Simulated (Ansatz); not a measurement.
# CsPbBr3: changing the functional

The cell as given:

```yaml
crystal:
  lattice:
    - [5.87000, 0.00000, 0.00000]
    - [0.00000, 5.87000, 0.00000]
    - [0.00000, 0.00000, 5.87000]
  atoms:
    - { symbol: Pb, position: [0.50000, 0.50000, 0.50000] }
    - { symbol: Cs, position: [0.00000, 0.00000, 0.00000] }
    - { symbol: Br, position: [0.50000, 0.50000, 0.00000] }
    - { symbol: Br, position: [0.50000, 0.00000, 0.50000] }
    - { symbol: Br, position: [0.00000, 0.50000, 0.50000] }
```

Measurements of this composition are mostly on another form, of space group No. 62.

Kept alike: task relaxation of cell and atoms; k mesh 5 × 5 × 5; occupations fermi-dirac, width 0.05 eV; no spin polarisation. Program: Ansatz, Ansatz PAW. Cutoffs run from 420 to 500 eV. The mesh is that of the run's cell of 5 atoms. No spin-orbit coupling.

| run | volume (Å³/atom) |
| --- | --- |
| A | 38.296 |
| B | 41.758 |
| C | 43.173 |

The relaxations keep at least the cell's symmetry (Pm-3m). Relaxations stop with a little pressure left, so the last digits of a volume or edge aren't settled. All rows use potentials made for PBE.

**Question.** The runs differ in the functional (and the cutoff that goes with it) alone: LDA; PBE; r2SCAN. Which run is which?

**Answer.** Run A is LDA; run B is r2SCAN; run C is PBE. The volume runs from 38.296 (LDA) to 43.173 Å³/atom (PBE). From PBE: LDA -4.877; r2SCAN -1.415.
